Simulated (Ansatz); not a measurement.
Method: DFT PBE, scalar-relativistic, plane waves, PAW in Ansatz. Settings: cutoff 420 eV, Γ-centred meshes spaced at most about 0.3 Å⁻¹ (2π included), Gaussian smearing. No spin polarisation.

These are static total energies at zero pressure. All are two-dimensional sheets, periodic along a and b, with vacuum along c.

Problem. Order these relaxed structures of ZnS by energy, lowest first, with the energy over the lowest of them.
A.

```xyz
2
Lattice="5.9331 0.0000 0.0000 0.0000 3.9956 0.0000 0.0000 0.0000 26.5047" Properties=species:S:1:pos:R:3 pbc="T T F"
Zn    0.0000    1.9978    7.6273
S     0.0000    0.0000    8.3727
```

B.

```xyz
8
Lattice="6.7942 -0.0062 0.0000 0.0036 3.9232 0.0000 0.0000 0.0000 29.3725" Properties=species:S:1:pos:R:3 pbc="T T F"
Zn    1.9837    2.9406    7.4694
Zn    5.3788    0.9759    7.4691
Zn    3.1157    0.9781    9.5309
Zn    6.5144    2.9365    9.5306
S     6.5128    2.9364    6.9405
S     3.1139    0.9779    6.9404
S     1.9853    2.9407   10.0595
S     5.3806    0.9760   10.0596
```

C.

```xyz
4
Lattice="3.5055 0.0000 0.0000 0.0000 3.5055 0.0000 0.0000 0.0000 29.3725" Properties=species:S:1:pos:R:3 pbc="T T F"
Zn    1.7527    0.0000    7.4927
Zn    0.0000    1.7527    9.5073
S     0.0000    1.7527    7.0703
S     1.7527    0.0000    9.9297
```

Solution. B (0 meV/atom), C (222 meV/atom), A (638 meV/atom). Forms: B p-3m1; C p4/nmm; A pmm2. Counting S atoms around Zn (those within 1.25 times the shortest such distance or 1.15 times the sum of covalent radii; a plus sign parts nearer from farther groups): B has Zn 3+1; C has Zn 5; A has Zn 2. Origin: A and C, invented; B, invented, then shaken at random and relaxed again. Shaken at random and relaxed again, C falls into B, 222 meV/atom lower, so it is a saddle point or a shallow minimum.

No dispersion correction is applied, so the spacing and binding between layers, chains or molecules are poorly described (pmm2), and this can change margins and order among such cells. Cells without such a test can be saddle points. Some structure types and database cells were kept out of the candidates from the start, so a known form may be missing.
